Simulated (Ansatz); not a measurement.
# Is this FeCo2 structure stable?

The cell was found from a structure generator's guess, not taken from experiment.

Theory: DFT PBE, scalar-relativistic, plane waves, PAW in Ansatz 0.2.0. Plane waves to 420 eV, a 24×24×8 mesh through Γ for the 3-atom cell and 0.10 eV Gaussian smearing; collinear spin.

```
Fe Co
1.0
     2.50869    0.00000    0.00000
    -1.25434    2.17259    0.00000
     0.00000    0.00000    6.18267
Fe Co
1 2
Direct
  0.00000 0.00000 0.50000
  0.66667 0.33333 0.83815
  0.33333 0.66667 0.16185
```

The zero of energy is the elements' standard structures at the same level; no fitted shifts are applied.

**Question.** These tests were run: energy against the elements; elastic tensor. What do they show?

**Answer.**

```json
{"test": "energy against the elements", "result": "+0.04 eV/atom"}
{"test": "elastic tensor", "result": "least eigenvalue 13 GPa"}
```

It fails one test: energy against the elements. It may still be a metastable minimum. Undecided within the accuracy: elastic tensor.

For metals, differences of a few meV/atom aren't resolved. The magnetic state reached may not be the lowest. The run for the elastic tensor used a 24×24×8 k mesh and Gaussian smearing of 0.20 eV. The cell carries site moments Fe 2.5; Co 1.8 (×2) μB.
